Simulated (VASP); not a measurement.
Set up this calculation in VASP 6.6.1, as the native input.

```yaml
Task: electric field gradients
Functional: PBEsol
Potentials_or_basis: VASP PAW PBE potentials, release 64 (Pb_d, S)
Cutoff: 520 eV
k_mesh: 8 × 8 × 8
Occupations: gaussian, width 0.02 eV
Spin: no spin polarisation
Further_INCAR_settings: ALGO = Fast; EDIFF = 1e-08
```

The structure of PbS (Galena) lies in POSCAR:

```
PbS
1.0
    0.0000000000      2.9657500000      2.9657500000
    2.9657500000      0.0000000000      2.9657500000
    2.9657500000      2.9657500000      0.0000000000
Pb S
1 1
Direct
    0.0000000000      0.0000000000      0.0000000000
    0.5000000000      0.5000000000      0.5000000000
```

These files were run (other wordings do the same):

INCAR

```
SYSTEM = PbS
ALGO = Fast ; EDIFF = 1E-8
ENCUT = 520 ; GGA = PS
ISIF = 2 ; ISMEAR = 0
LASPH = .TRUE. ; LCHARG = .FALSE.
LEFG = .TRUE. ; LREAL = .FALSE.
LWAVE = .FALSE. ; NELM = 100
PREC = Accurate ; SIGMA = 0.02
```

KPOINTS

```
k-points
0
G
  8 8 8
  0 0 0
```

Potentials or basis: VASP PAW PBE potentials, release 64 (Pb_d, S).

The run is started by

```sh
$ cat potpaw_PBE.64/Pb_d/POTCAR potpaw_PBE.64/S/POTCAR > POTCAR
$ mpirun -np 1 vasp_std > vasp.out
```

Results of the run:

* Pressure: -0.9 GPa
* Band gap on the k mesh: 0.25 eV, direct

Caveat: the PAW data sets were made with another functional, which shifts forces and pressure a little; spin-orbit coupling is left out, which as a rule narrows the gap of such compounds by several tenths of an eV.

Wall time 25 s on 1 thread of Intel(R) Xeon(R) Platinum 8488C (Sapphire Rapids) (shared host), peak memory 0.18 GiB.
